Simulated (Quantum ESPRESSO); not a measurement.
**Ir under changes of volume**

One of the cells (14.627 Å³/atom); the others are scaled copies at fixed shape and fractional positions:

```
Ir
1.0
     2.75138    0.00000    0.00000
    -1.37569    2.38276    0.00000
     0.00000    0.00000    4.46229
Ir
2
Direct
  0.33333 0.66667 0.25000
  0.66667 0.33333 0.75000
```

This isn't the form of Ir at room conditions, which is fcc.

```yaml
Program: Quantum ESPRESSO 7.5
Functional: r2SCAN
Potentials_or_basis: SG15 PBE 1.2
Cutoff: 925 eV
Density_cutoff: 3701 eV
k_mesh: 7 × 7 × 4
Occupations: fermi-dirac, width 0.05 eV
Spin: no spin polarisation
```

```csv
volume (Å³/atom),energy over the lowest point (meV/atom),pressure (GPa)
13.749,16.48,13.3
14.042,?,?
14.335,0.00,-3.6
14.627,13.11,-10.6
14.920,38.26,-16.8
15.212,74.02,-22.2
15.505,119.10,-27.0
```

Q: What does the run at 14.042 Å³/atom give?

A: Energy over the lowest point 0.52 meV/atom; pressure 4.4 GPa.

Worked out: A Birch-Murnaghan fit of order 3 (a polynomial in V^(-2/3)) to the other rows has its minimum at 14.20 Å³/atom with B0 = V·E''(V) = 384 GPa and B' = 5.1 at fixed shape and positions, which overstates the stiffness. It gives 0.48 meV/atom at 14.042 Å³/atom, against the run's 0.52, and -dE/dV = 4.3 GPa, against 4.4.

Energies are extrapolated to zero smearing.

Caveats: all runs use coarse meshes; the potentials were made for another functional, which shifts forces and pressure.
